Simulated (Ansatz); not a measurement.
A trial cell of TaN, before relaxation:

```cif
data_structure
_symmetry_space_group_name_H-M 'P-42m'
_symmetry_Int_Tables_number 111
_cell_length_a 5.0645
_cell_length_b 5.0645
_cell_length_c 5.0645
_cell_angle_alpha 90.000
_cell_angle_beta 90.000
_cell_angle_gamma 90.000
_cell_volume 129.90
loop_
_atom_site_label
_atom_site_type_symbol
_atom_site_symmetry_multiplicity
_atom_site_Wyckoff_symbol
_atom_site_fract_x
_atom_site_fract_y
_atom_site_fract_z
_atom_site_occupancy
Ta1 Ta 4 n 0.75000 0.75000 0.75000 1
N1 N 1 c 0.00000 0.00000 0.50000 1
N2 N 2 e 0.00000 0.50000 0.00000 1
N3 N 1 d 0.50000 0.50000 0.00000 1
```

The calculation used DFT PBE, scalar-relativistic, plane waves, PAW in Ansatz. Cutoff 420 eV, Gaussian smearing, Γ-centred meshes. Cell and atoms relax first on a coarse mesh and then on a finer one. In between, the cell is made exact in the group found at 0.06 Å. In metals the finer mesh still leaves noise of several meV/atom or more. The steps can't lower the symmetry of their start. No spin polarisation in the relaxation; trial moments died out in a coarse test.

A guess keeps its type if space group and coordination stay and the shape of the cell changes little (axis ratios within about 15 %, angles within 6°); the volume may change.

**Question.** Will the relaxed cell still be of the starting type?

**Answer.** It keeps its type. The symmetry stays P-42m (No. 111). The volume per atom shrinks by 14.3 %, from 16.2 to 13.9 Å³. The shortest distance goes from 2.19 Å (Ta–N) to 2.04 Å (Ta–N). The ratio c/a of the conventional cell changes by a factor of 0.89. Counting neighbours within 15 % of an atom's shortest distance, the start has N 4, Ta 4 and the end N 4, Ta 4.

The last run used an 8×8×8 mesh for its 8-atom cell and Gaussian smearing of 0.10 eV. Spin–orbit coupling, which can matter for Ta, is left out. A structure relaxed within its symmetry needn't be a true minimum.
